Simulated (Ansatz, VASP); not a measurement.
# One calculation of SnTe, two programs

```
Te Sn
1.0
     0.00000    3.16481    3.16481
     3.16481    0.00000    3.16481
     3.16481    3.16481    0.00000
Te Sn
1 1
Direct
  0.50000 0.50000 0.50000
  0.00000 0.00000 0.00000
```

Alike in both runs: task single point; functional PBEsol; k mesh 10 × 10 × 10; occupations gaussian, width 0.01 eV; no spin polarisation.

|  | VASP | Ansatz |
| --- | --- | --- |
| version | VASP 6.6.1 | Ansatz 0.2.0 |
| potentials or method | VASP PAW PBE potentials, release 64 (Te, Sn_d) | scalar-relativistic, plane waves, PAW |
| plane-wave cutoff (eV) | 520 | 420 |
| valence electrons in the cell | 20 | 30 |

```csv
,VASP,Ansatz,Ansatz less VASP
gap on the k mesh at the Fermi level (eV),0.10,0.10,-0.001
least direct gap on the mesh (eV),0.10,0.10,-0.001
pressure (GPa),-0.9,-0.9,+0.02
```

The two sets of potentials don't hold the same shells in valence.

Caveats: the PAW data sets were made with another functional, which shifts forces and pressure a little (VASP); spin-orbit coupling is left out, which moves the levels of the heavy elements.
